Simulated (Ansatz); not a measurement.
Predict the output of the script below (the Python package of Ansatz (0.2.0)).

The script, `cui_dfpt.py`:
```python
"""Zone-centre and zone-boundary phonons of CuI by linear response."""

from pathlib import Path
import warnings

import ansatz as az
import numpy as np
from pymatgen.core import Lattice, Structure
from pymatgen.io.ase import AseAtomsAdaptor

XC = "lda"
CUTOFF = 470
MESH = (4, 4, 4)


def main() -> None:
    warnings.simplefilter("ignore", az.DeckWarning)

    pmg_structure = Structure(
        Lattice([(3.733168, -3.711086, 0.0), (3.733168, 3.711086, 0.0), (0.0, 0.0, 4.306998)]),
        ["Cu", "Cu", "I", "I"],
        [
            (0.420439, 0.579561, 0.75),
            (0.579561, 0.420439, 0.25),
            (0.770043, 0.229957, 0.75),
            (0.229957, 0.770043, 0.25),
        ],
    )
    crystal = az.Crystal.from_ase(AseAtomsAdaptor.get_atoms(pmg_structure))

    calc = (
        crystal.calculation()
        .functional(XC)
        .basis(CUTOFF)
        .occupations(az.OccupationsMethod.FIXED)
        .kpoints(*MESH)
        .phonons("dfpt")
    )
    result = calc.run(threads=1, runs_dir="runs")
    ph = result.phonons

    print("Gamma modes (1/cm):", " ".join(f"{w:.1f}" for w in ph.gamma_omega_inv_cm))
    print("in meV:", " ".join(f"{w * 0.1239842:.2f}" for w in ph.gamma_omega_inv_cm))


if __name__ == "__main__":
    main()
```

`python cui_dfpt.py` gives:
```text
Gamma modes (1/cm): 0.0 0.0 0.0 43.6 52.9 66.2 73.8 111.7 127.0 142.7 162.4 215.7
in meV: 0.00 0.00 0.00 5.41 6.56 8.21 9.15 13.85 15.75 17.70 20.13 26.74
```

The cell isn't relaxed first, so the values belong to this volume. Without a Hubbard U or exact exchange, semilocal functionals often make such 3d compounds metallic or too weakly gapped. No non-analytic term is added, so at the zone centre the longitudinal optical modes of a polar crystal aren't split off. The structure comes from a database of computed cells and needn't be a stable or known phase. The structure is taken as given; imaginary modes can come from an unrelaxed or unstable start. Processor time in the engine: 57 s on 1 thread of Intel(R) Xeon(R) Processor @ 2.30GHz, with other jobs on the host, peak memory 1.1 GiB.
